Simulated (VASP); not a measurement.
# Cr: self-consistent run, by LSFBXC

Cr, Im-3m (no. 229), 1 atom in the cell. PBE; PAW potentials Cr_pv (PBE set).

| LSFBXC | Pressure (GPa) | Gap on the mesh (eV) | Time (s) |
|---|---|---|---|
| default | -25.07 | 0.000 | 161 |
| True | -25.04 | 0.000 | 157 |

## Input of the first row

INCAR:
```
PREC = Accurate ; ENCUT = 520
EDIFF = 1E-6 ; ISMEAR = 1
SIGMA = 0.1 ; LREAL = False
LASPH = True ; ALGO = Normal
NELM = 200 ; ISIF = 2
LWAVE = False ; LCHARG = False
LORBIT = 11 ; LMAXMIX = 4
LNONCOLLINEAR = True ; MAGMOM = 0.44 0.001 -0.451
ISYM = -1
```

KPOINTS:
```
k-points
0
Gamma
  9 9 9
```

POSCAR:
```
Cr
1.0
   -1.4844496776      1.4844496776      1.4844496776
    1.4844496776     -1.4844496776      1.4844496776
    1.4844496776      1.4844496776     -1.4844496776
Cr
1
Direct
    0.0000000000      0.0000000000      0.0000000000
```

Commands:
```
cat potpaw_PBE.64/Cr_pv/POTCAR > POTCAR
mpirun -np 1 vasp_ncl > vasp.out
```

Changes of the last row against the first:
```
+ LSFBXC = True
```

VASP 6.6.1 took 161 s on 1 core (AMD EPYC 9R45 (Zen 5)), a shared host.
